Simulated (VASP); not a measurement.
A run of VASP 6.6.1 is set up as follows.

The input INCAR:

```
  PREC = Accurate
  ENCUT = 580
  EDIFF = 1E-7
  ISMEAR = 0
  SIGMA = 0.1
  LREAL = False
  LASPH = True
  NELM = 60
  ALGO = Normal
  ISIF = 3
  LWAVE = False
  LCHARG = False
  GGA = PS
  IBRION = 2
  NSW = 90
  EDIFFG = -0.005
```

Contents of KPOINTS:

```
regular mesh
0
Gamma
  12 12 12
```

Contents of POSCAR:

```
YN
1.0
    0.0000000000      2.4483614500      2.4483614500
    2.4483614500      0.0000000000      2.4483614500
    2.4483614500      2.4483614500      0.0000000000
Y N
1 1
Direct
    0.0000000000      0.0000000000      0.0000000000
    0.5000000000      0.5000000000      0.5000000000
```

Potentials or basis: VASP PAW PBE potentials, release 64 (Y_sv, N).

Command:

```console
$ cat potpaw_PBE.64/Y_sv/POTCAR potpaw_PBE.64/N/POTCAR > POTCAR
$ mpirun -np 1 vasp_std > vasp.out
```

**Question.** What does it give for the relaxed volume?

**Answer.** 14.30 Å³/atom.

**Question.** Predict the relaxed cell.

**Answer.** a = 3.433 Å, b = 3.433 Å, c = 3.433 Å, α = 60.00°, β = 60.00°, γ = 60.00°.

**Question.** What does it give for the space group after relaxing (to 0.05 Å)?

**Answer.** Fm-3m (No. 225).

**Question.** What does it give for the band gap on the k mesh?

**Answer.** 0.07 eV, indirect (least direct gap 0.44 eV).

Final structure:
```cif
data_structure
_symmetry_space_group_name_H-M 'P 1'
_symmetry_Int_Tables_number 1
_cell_length_a 3.4325
_cell_length_b 3.4325
_cell_length_c 3.4325
_cell_angle_alpha 60.000
_cell_angle_beta 60.000
_cell_angle_gamma 60.000
_cell_volume 28.60
loop_
_atom_site_label
_atom_site_type_symbol
_atom_site_fract_x
_atom_site_fract_y
_atom_site_fract_z
_atom_site_occupancy
Y1 Y 0.00000 0.00000 0.00000 1
N1 N 0.50000 0.50000 0.50000 1
```

Caveat: the PAW data sets were made with another functional, which shifts forces and pressure a little. PBEsol gaps usually lie below the measured ones, often by a third to a half.
